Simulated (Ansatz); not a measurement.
# SiC (Moissanite) under changes of volume

One of the cells (10.341 Å³/atom); the others are scaled copies at fixed shape and fractional positions:

```
Si C
1.0
     3.07600    0.00000    0.00000
    -1.53800    2.66389    0.00000
     0.00000    0.00000    5.04800
Si C
2 2
Cartesian
  1.5380 0.8880 2.5240
  0.0000 1.7759 0.0000
  1.5380 0.8880 4.4675
  0.0000 1.7759 1.9435
```

- Program: Ansatz 0.2.0
- Functional: PBEsol
- Dispersion: D4
- Potentials or basis: Ansatz PAW
- Cutoff: 420 eV (not typed: the program's choice for these potentials)
- k mesh: 10 × 10 × 5
- Occupations: fermi-dirac, width 0.05 eV
- Spin: no spin polarisation

| volume (Å³/atom) | energy over the lowest point (meV/atom) | pressure (GPa) | gap on the mesh (eV) | largest force (eV/Å) |
| --- | --- | --- | --- | --- |
| 9.721 | 19.62 | 13.0 | 2.23 | 0.846 |
| 9.927 | 6.43 | 7.5 | 2.26 | 0.809 |
| 10.134 | 0.12 | 2.4 | 2.30 | 0.773 |
| 10.341 | 0.00 | -2.2 | 2.33 | 0.739 |
| 10.548 | 5.51 | -6.3 | 2.36 | 0.707 |
| 10.755 | ? | ? | ? | ? |
| 10.961 | 31.27 | -13.4 | 2.37 | 0.647 |

Q: What does the run at 10.755 Å³/atom give?

A: Energy over the lowest point 16.09 meV/atom; pressure -10.0 GPa; gap on the mesh 2.39 eV; largest force 0.676 eV/Å.

Worked out: A Birch-Murnaghan fit of order 3 (a polynomial in V^(-2/3)) to the other rows has its minimum at 10.24 Å³/atom with B0 = V·E''(V) = 226 GPa and B' = 4.0 at fixed shape and positions, which overstates the stiffness. It gives 16.13 meV/atom at 10.755 Å³/atom, against the run's 16.09, and -dE/dV = -10.1 GPa, against -10.0. A parabola through the other rows of the gap, of slope 0.565 eV per unit of ln V there, gives 2.37 eV, against the run's 2.39.

Energies are extrapolated to zero smearing.

Caveats: odd divisions of the mesh miss points on the zone boundary, where band edges often lie, so the gap on the mesh can be too wide; the PAW data sets come from PBE, with cores solved anew for the run's functional, which leaves a small shift of forces and pressure.

A mesh can miss the band edges.
